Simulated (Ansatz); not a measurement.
Crystal: GaSb.

```
Sb Ga
1.0
     0.00000    3.05900    3.05900
     3.05900    0.00000    3.05900
     3.05900    3.05900    0.00000
Sb Ga
1 1
Direct
  0.75000 0.75000 0.75000
  0.00000 0.00000 0.00000
```

Base run:

```yaml
Program: Ansatz 0.2.0
Functional: LDA
Potentials_or_basis: Ansatz PAW
Cutoff: "420 eV (not typed: the program's choice for these potentials)"
k_mesh: 8 × 8 × 8
Occupations: fermi-dirac, width 0.05 eV
Spin: no spin polarisation
```

Its results: band gap on the k mesh none (metal or under the smearing width); pressure -1.7 GPa.

Task: The run is repeated on the same cell with these changes: functional from LDA to RPBE. What comes out?

Result: Band gap on the k mesh 0.13 eV, direct; pressure 3.9 GPa.

RPBE binds less tightly than LDA, so the same cell stands under more pressure.

Caveats: spin-orbit coupling is left out, which moves the levels of the heavy elements; the PAW data sets come from PBE, with cores solved anew for the run's functional, which leaves a small shift of forces and pressure; this crystal is a semiconductor, whose small gap the functional closes, so the metal is an error of the method (some runs).
